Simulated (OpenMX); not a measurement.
AlN under changes of volume

One of the cells (10.417 Å³/atom); the others are scaled copies at fixed shape and fractional positions:

```
Al N
1.0
     0.00000    2.18399    2.18399
     2.18399    0.00000    2.18399
     2.18399    2.18399    0.00000
Al N
1 1
Cartesian
  0.0000 0.0000 0.0000
  1.0920 1.0920 1.0920
```

Measurements of this composition are mostly on another form, of space group No. 186.

```yaml
Program: OpenMX 3.8.5
Functional: PBE
Potentials_or_basis: OpenMX 2013 PBE set, Al7.0-s2p1d1, N6.0-s2p2, fixed grid of 30 × 30 × 30 points
k_mesh: 11 × 11 × 11
Occupations: fermi-dirac, width 0.05 eV
Spin: no spin polarisation
```

```csv
volume (Å³/atom),energy over the lowest point (meV/atom),gap on the mesh (eV)
9.792,?,?
10.001,29.81,3.45
10.209,14.10,3.44
10.417,4.39,3.43
10.626,0.00,3.41
10.834,0.46,3.40
11.042,5.33,3.39
```

**Question.** What does the run at 9.792 Å³/atom give?

**Answer.** Energy over the lowest point 52.11 meV/atom; gap on the mesh 3.47 eV.

Worked out: A Birch-Murnaghan fit of order 3 (a polynomial in V^(-2/3)) to the other rows has its minimum at 10.71 Å³/atom with B0 = V·E''(V) = 184 GPa and B' = 4.3. It gives 52.22 meV/atom at 9.792 Å³/atom, against the run's 52.11. A straight line through the other rows of the gap, of slope -0.635 eV per unit of ln V, extrapolates to 3.47 eV, against the run's 3.47.

Energies are extrapolated to zero smearing.

Caveats: an odd mesh through Γ misses points on the zone boundary, where band edges often lie; the basis of atomic orbitals isn't converged, which shifts pressures, moduli and gaps.
